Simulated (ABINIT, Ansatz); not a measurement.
# How the form of the self-energy moves the gap of NaCl (Fm-3m), part 2 of 2

How much does the gap of NaCl (Fm-3m) depend on the approximation to the self-energy?

ABINIT 10.8.3; PBE and many-body steps on it, plane waves. Known limits of the many-body steps: not at the basis limit.

So far. Step 5 (G0W0, Engel-Farid plasmon pole): Against G0W0 in ABINIT (6×6×6 mesh, 243 bands, screening to 247.6 eV, Godby-Needs plasmon pole), the gap moves by +0.180 eV. Step 6 (G0W0, Hybertsen-Louie plasmon pole): Against G0W0 in ABINIT (6×6×6 mesh, 243 bands, screening to 247.6 eV, Godby-Needs plasmon pole), the gap moves by +0.152 eV.

The database entry behind the starting cell differs from later determinations by our own check (an axis about 0.4 % short against later determinations), so it need not match the best structure at ambient conditions.

## Step 7: One-shot Hartree-Fock

This step: one-shot Hartree-Fock on PBE, plane waves, norm-conserving pseudopotentials.

Input file run.abi:

```
acell 3*1.0 Angstrom
rprim 
  0.000000000000 2.810000000000 2.810000000000
  2.810000000000 0.000000000000 2.810000000000
  2.810000000000 2.810000000000 0.000000000000
ntypat 2
znucl 11 17
natom 2
typat 1 2
xred 
  0.000000000000 0.000000000000 0.000000000000
  0.500000000000 0.500000000000 0.500000000000
pp_dirpath "pseudos"
pseudos "Na.upf, Cl.upf"
ecut 38
ngkpt 6 6 6
nshiftk 1
shiftk 0 0 0
kptopt 1
chksymbreak 0
istwfk *1
occopt 1
irdwfk 1
optdriver 4
nband 12
gwcalctyp 5
ecutsigx 38
symsigma 1
nkptgw 1
kptgw 
  0.0000000000 0.0000000000 0.0000000000
bdgw 
  6 12
ixc_sigma 40
fftgw 31
indata_prefix "in"
outdata_prefix "out"
tmpdata_prefix "tmp"
```

On the command line:

```
OMP_NUM_THREADS=1 mpirun -n 4 abinit run.abi > log
```

The log of the run:

```text
.Version 10.8.3 of ABINIT. v10.8.2 released Aug 2026.

 Symmetries : space group Fm -3 m (#225); Bravais cF (face-center cubic)
[... echo of the input left out ...]
== DATASET  1 ==================================================================
-   mpi_nproc: 4, omp_nthreads: 1 (-1 if OMP is not activated)

--- !DatasetInfo
iteration_state: {dtset: 1, }
dimensions: {natom: 2, nkpt: 16, mband: 12, nsppol: 1, nspinor: 1, nspden: 1, mpw: 3383, }
cutoff_energies: {ecut:  38.0, pawecutdg:  -1.0, }
[...]
10  10.523  -8.377  -3.612   0.000   1.000   0.000  -3.612   4.765  15.288
       11  10.523  -8.377  -3.612   0.000   1.000   0.000  -3.612   4.765  15.288
       12  10.523  -8.377  -3.612   0.000   1.000   0.000  -3.612   4.765  15.288

== END DATASET(S) ==============================================================
================================================================================

 -outvars: echo values of variables after computation  --------
           etotal      0.0000000000E+00
            nband          12
             nkpt          16
          spgroup         225
 [... the other variables as echoed above ...]

 Calculation completed.
```

Run time: 2.1 s. Hardware: 4 MPI ranks of Intel Xeon 6975P-C (Granite Rapids), shared host; peak memory 0.24 GiB; 7.7 s of CPU time.

This step gave:

| Property | Result |
| --- | --- |
| quasiparticle gap on the points computed | 13.59 eV |
| starting gap on the mesh | 5.150 eV |
| k of the valence top | 0, 0, 0 |
| k of the conduction bottom | 0, 0, 0 |
| least direct quasiparticle gap on the computed points | 13.59 eV |

Against G0W0 in ABINIT (6×6×6 mesh, 243 bands, screening to 247.6 eV, Godby-Needs plasmon pole), the gap moves by +5.445 eV.

## Step 8: Screening, 6×6×6 mesh, 243 bands, screening to 247.6 eV

This step: RPA screening on PBE, plane waves, norm-conserving pseudopotentials.

Edit run.abi of step 7 so:

```diff
@@ -23,14 +23,14 @@
 irdwfk 1
-optdriver 4
-nband 12
-gwcalctyp 5
-ecutsigx 38
-symsigma 1
-nkptgw 1
-kptgw 
-  0.0000000000 0.0000000000 0.0000000000
-bdgw 
-  6 12
-ixc_sigma 40
-fftgw 31
+optdriver 3
+nband 243
+ecuteps 9.1
+inclvkb 2
+awtr 1
+symchi 1
+gwcalctyp 2
+nfreqre 16
+freqremax 40 eV
+nfreqim 8
+spmeth 1
+nomegasf 120
 indata_prefix "in"
```

The log of the run:

```text
.Version 10.8.3 of ABINIT. v10.8.2 released Aug 2026.

 Symmetries : space group Fm -3 m (#225); Bravais cF (face-center cubic)
[... echo of the input left out ...]
== DATASET  1 ==================================================================
-   mpi_nproc: 4, omp_nthreads: 1 (-1 if OMP is not activated)

--- !DatasetInfo
iteration_state: {dtset: 1, }
dimensions: {natom: 2, nkpt: 16, mband: 243, nsppol: 1, nspinor: 1, nspden: 1, mpw: 3383, }
cutoff_energies: {ecut:  38.0, pawecutdg:  -1.0, }
electrons: {nelect:   1.60000000E+01, charge:   0.00000000E+00, occopt:   1.00000000E+00, tsmear:   1.00000000E-02, }

 SCREENING: Calculation of the susceptibility and dielectric matrices

 Based on a program developped by R.W. Godby, V. Olevano, G. Onida, and L. Reining.
 Incorporated in ABINIT by V. Olevano, G.-M. Rignanese, and M. Torrent.
.Using double precision arithmetic ; gwpc =  8

[... cell and pseudopotentials left out ...]
--------------------------------------------------------------------------------

 ==== K-mesh for the wavefunctions ====
 Number of points in the irreducible wedge :    16
[... list of points left out ...]
 Together with 48 symmetry operations and time-reversal symmetry
 yields   216 points in the full Brillouin Zone.

 ==== Q-mesh for the screening function ====
 Number of points in the irreducible wedge :    16
[... list of points left out ...]
 Together with 48 symmetry operations and time-reversal symmetry
 yields   216 points in the full Brillouin Zone.

 setmesh: FFT mesh size selected  =    32x   32x   32
          total number of points  =        32768

 vcoul_init : cutoff-mode = AUXILIARY_FUNCTION
 q-points for optical limit:   1
     1)      0.000010    0.000020    0.000030

- screening: taking advantage of time-reversal symmetry
- Maximum band index for partially occupied states nbvw = 8
- Remaining bands to be divided among processors   nbcw = 235
- Number of bands treated by each node ~58

 Number of electrons calculated from density =   16.0000; Expected =   16.0000
 average of density, n =  0.053429
 r_s =    1.6471
 omega_plasma =   22.2968 [eV]

 calculating chi0 at frequencies [eV] :
  1    0.000000E+00    0.000000E+00
  2    2.666667E+00    0.000000E+00
  3    5.333333E+00    0.000000E+00
[...]
23    0.000000E+00    5.678611E+01
 24    0.000000E+00    7.995545E+01

--------------------------------------------------------------------------------
  q-point number  1        q = ( 0.000000, 0.000000, 0.000000) [r.l.u.]
--------------------------------------------------------------------------------
[... chi0 elements left out ...]
  [... further frequencies ...]

 No. of calculated frequencies >  15, stop printing
 For q-point:  0.000010 0.000020 0.000030
  dielectric constant =   2.3704
  dielectric constant without local fields =   2.7918

  Average fulfillment of the sum rule on Im[epsilon] for q-point    1 :     81.87  [%]
[... wings left out ...]
  q-point number  2        q = ( 0.166667, 0.000000, 0.000000) [r.l.u.]
--------------------------------------------------------------------------------
[... chi0 elements left out ...]
  [... further frequencies ...]

 No. of calculated frequencies >  15, stop printing
  Average fulfillment of the sum rule on Im[epsilon] for q-point    2 :     88.37  [%]

 [... 14 further q-points ...]
```

The job ended after 15 min (4 MPI ranks; peak memory 3.7 GiB; 59 min of CPU time).

Numbers from this step:

```yaml
eps_infinity_with_local_fields_on_this_mesh_along_the_program_s_q_direction: 2.370
the_same_without_local_fields: 2.792
plasma_frequency: 22.30 eV
plane_waves_in_the_screening_matrix: 387
```

## Step 9: G0W0, contour deformation

This step: G0W0 on PBE, plane waves, norm-conserving pseudopotentials.

Edit run.abi of step 8 so:

```diff
@@ -23,14 +23,15 @@
 irdwfk 1
-optdriver 3
+optdriver 4
 nband 243
+gwcalctyp 2
+ecutsigx 38
+symsigma 1
+nkptgw 1
+kptgw 
+  0.0000000000 0.0000000000 0.0000000000
+bdgw 
+  6 12
 ecuteps 9.1
-inclvkb 2
-awtr 1
-symchi 1
-gwcalctyp 2
-nfreqre 16
-freqremax 40 eV
-nfreqim 8
-spmeth 1
-nomegasf 120
+irdscr 1
+gwmem 01
 indata_prefix "in"
```

The log of the run:

```text
.Version 10.8.3 of ABINIT. v10.8.2 released Aug 2026.

 Symmetries : space group Fm -3 m (#225); Bravais cF (face-center cubic)
[... echo of the input left out ...]
== DATASET  1 ==================================================================
-   mpi_nproc: 4, omp_nthreads: 1 (-1 if OMP is not activated)

--- !DatasetInfo
iteration_state: {dtset: 1, }
dimensions: {natom: 2, nkpt: 16, mband: 243, nsppol: 1, nspinor: 1, nspden: 1, mpw: 3383, }
cutoff_energies: {ecut:  38.0, pawecutdg:  -1.0, }
[...]
7  -0.539 -14.493 -18.976   1.656   0.792  -0.263 -16.731  -2.238  -2.777
[...]
12  10.523  -8.377  -3.612  -3.387   0.841  -0.189  -7.219   1.159  11.682
       12   0.000   0.000   0.000  -0.004   0.000   0.000  -0.003  -0.003  -0.003

== END DATASET(S) ==============================================================
================================================================================

 -outvars: echo values of variables after computation  --------
           etotal      0.0000000000E+00
            nband         243
             nkpt          16
          spgroup         225
 [... the other variables as echoed above ...]

 Calculation completed.
```

It took 21 s on 4 MPI ranks; peak memory 2.6 GiB; 82 s of CPU time.

This step gave:

* G0W0 gap on the points computed: 8.103 eV
* starting gap on the mesh: 5.150 eV
* k of the valence top: 0, 0, 0
* k of the conduction bottom: 0, 0, 0
* least direct G0W0 gap on the computed points: 8.103 eV

Against G0W0 in ABINIT (6×6×6 mesh, 243 bands, screening to 247.6 eV, Godby-Needs plasmon pole), the gap moves by −0.046 eV.

## Step 10: Side by side

Times are wall times on 4 MPI ranks of Intel Xeon 6975P-C (Granite Rapids), shared host, good to a factor of about two. A run's time includes the screening step that it read.

```tsv
run	mesh	bands	screening cutoff (eV)	DFT gap (eV)	gap on the mesh (eV)	direct (eV)	ε∞ used	time
G0W0, Godby-Needs plasmon pole	6×6×6	243	247.6	5.150	8.149	8.149	2.35	5.6 min
G0W0, Engel-Farid plasmon pole	6×6×6	243	247.6	5.150	8.329	8.329	2.35	5.3 min
G0W0, Hybertsen-Louie plasmon pole	6×6×6	243	247.6	5.150	8.301	8.301	2.35	5.6 min
one-shot Hartree-Fock	6×6×6	-	-	5.150	13.594	13.594	-	2.1 s
G0W0, contour deformation	6×6×6	243	247.6	5.150	8.103	8.103	2.37	15 min
```

## Step 11: What came out

- G0W0, Godby-Needs plasmon pole: 8.149 eV
- G0W0, Engel-Farid plasmon pole: 8.329 eV
- G0W0, Hybertsen-Louie plasmon pole: 8.301 eV
- one-shot Hartree-Fock: 13.594 eV
- G0W0, contour deformation: 8.103 eV
- known limits: not at the basis limit

In words: G0W0, Engel-Farid plasmon pole: +0.180 eV against G0W0, Godby-Needs plasmon pole. G0W0, Hybertsen-Louie plasmon pole: +0.152 eV against G0W0, Godby-Needs plasmon pole. One-shot Hartree-Fock: +5.445 eV against G0W0, Godby-Needs plasmon pole. G0W0, contour deformation: −0.046 eV against G0W0, Godby-Needs plasmon pole. Bare exchange alone opens the gap to 13.59 eV; against G0W0, correlation takes back 5.44 eV. Bands and cutoff are finite, so the gap is not at the basis limit. The miss can reach some tenths of an eV and take either sign; the mesh is an error of its own. In the G0W0 runs levels were corrected at 1 k point alone, so a gap called «on the mesh» is the least over those, and an edge elsewhere would be missed.

[Paths, hosts, dates, memory and timing lines, banners, echoed tables and standing remarks are left out of the program output.]

[Logs are printed without paths, hosts, clocks, repeated set-up lines and the standing remarks that a program may print on its own settings, such as how far it seeks lower states.]

[Runs of the session that timed out or met a known fault of the program may be left out.]

[Hosts, paths, dates, database ids (printed as entryN), source tags and the programs' standing remarks are cut or masked in the printed files.]

[G0W0 gaps are taken among the corrected bands and points alone; a level outside them can change the order at an edge.]

[Where Ansatz stands beside ABINIT at settings called matched, ABINIT's density can come from a denser mesh and the files from another edition; pairs whose starting gaps differed by over 0.03 eV were left out, so agreement reads better than it is.]
